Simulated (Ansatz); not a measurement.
# The polar optical mode of SiC, worked through

Theory: DFT PBEsol, scalar-relativistic, plane waves, PAW in Ansatz 0.2.0. Settings: 420 eV plane-wave cutoff, Γ-centred 10×10×10 mesh, fixed occupations. No spin polarisation. Phonons by linear response, acoustic sum rule imposed.

The cell, relaxed at this level:
```cif
data_structure
_symmetry_space_group_name_H-M 'F-43m'
_symmetry_Int_Tables_number 216
_cell_length_a 4.3568
_cell_length_b 4.3568
_cell_length_c 4.3568
_cell_angle_alpha 90.000
_cell_angle_beta 90.000
_cell_angle_gamma 90.000
_cell_volume 82.70
loop_
_atom_site_label
_atom_site_type_symbol
_atom_site_symmetry_multiplicity
_atom_site_Wyckoff_symbol
_atom_site_fract_x
_atom_site_fract_y
_atom_site_fract_z
_atom_site_occupancy
Si1 Si 4 a 0.00000 0.00000 0.00000 1
C1 C 4 d 0.25000 0.25000 0.75000 1
```

Linear response gives ν_TO = 786.5 cm⁻¹, Born charges ±2.719 e (positive on Si) and ε∞ = 7.056. The primitive cell holds 20.675 Å³, and the masses are 28.085 and 12.011 amu.

Q: Find ν_LO and the static dielectric constant.

A: The long-wave field adds a restoring force: ω_LO² − ω_TO² = Z*²e²/(ε_vac ε∞ μV). In these units ν_LO² − ν_TO² = 4.92064×10⁷ Z*²/(μ V ε∞) cm⁻², with μ = m₁m₂/(m₁ + m₂) = 8.413 amu: 296332 cm⁻². So ν_LO = √(786.5² + 296332) = 956.5 cm⁻¹, and the run gives 956.5. Lyddane–Sachs–Teller then gives ε0 = ε∞ (ν_LO/ν_TO)² = 10.44, against 10.44 in the run (it forms both from the same three quantities, so the match checks the arithmetic only). Between ν_TO and ν_LO the dielectric function is negative and an undamped crystal reflects fully: a reststrahlen band from 10.5 to 12.7 μm.

Q: What do the Clausius–Mossotti polarisability and the Szigeti charge come to?

A: With the Lorentz local field, α = (3V/4π)(ε∞ − 1)/(ε∞ + 2) = 3.30 Å³ for the pair, and e_S = 3Z*/(ε∞ + 2) = 0.90 e. The Born charge includes the electrons' response to the dipole's own local field, and e_S takes that enhancement out. The Lorentz field assumes point-like polarisable ions, a poor picture once ε∞ is this large, since the electron clouds then overlap or are shared, so both numbers are formal here.

Q: How strongly does a slow electron couple to the LO mode?

A: For one isotropic parabolic band, Fröhlich's constant is α_F = (1/ε∞ − 1/ε0) √(m* Ry/ħω_LO), with Ry = 13.606 eV, ħω_LO = 118.6 meV and m* in free-electron masses: α_F = 0.0459 × 10.71 × √m* = 0.49 √m*. The band mass isn't part of this run; for m* = 0.1, 0.3 and 1 it gives 0.16, 0.27, 0.49. In weak coupling the polaron lies α_F ħω_LO below the band edge (32 meV at m* = 0.3) with a mass m*(1 + α_F/6); past α_F of about 5 or 6 that expansion fails. A semilocal functional's ε∞ tends to be too large, which taken alone lowers α_F.

Cost: 1 run of about 1.6 core-minutes, on Arm Neoverse V2 (shared hosts).

The LO-TO splitting shows that SiC is strongly polar in its lattice response, although its bonding is largely covalent. Carbon is the more electronegative partner and draws the bond charge towards itself. As the sublattices move against each other, that shared charge shifts too, so the Born charge of 2.719 e measures a dynamical dipole, not a static ionic charge. In diamond or silicon the two atoms are equivalent, this charge vanishes and the splitting with it.

The high TO frequency reflects stiff, short sp³ bonds and the light carbon atom. The same stiffness limits the lattice's share of the static screening: ε0 rises only from 7.056 to 10.44, with electrons supplying the larger part. A modest ionic contribution and a high phonon energy together keep the Fröhlich coupling weak for all three trial masses, which points to large, mobile polarons rather than self-trapped carriers. For real electrons in cubic SiC, whose conduction-band minima lie at X, a quantitative value would need the anisotropic mass of those valleys.
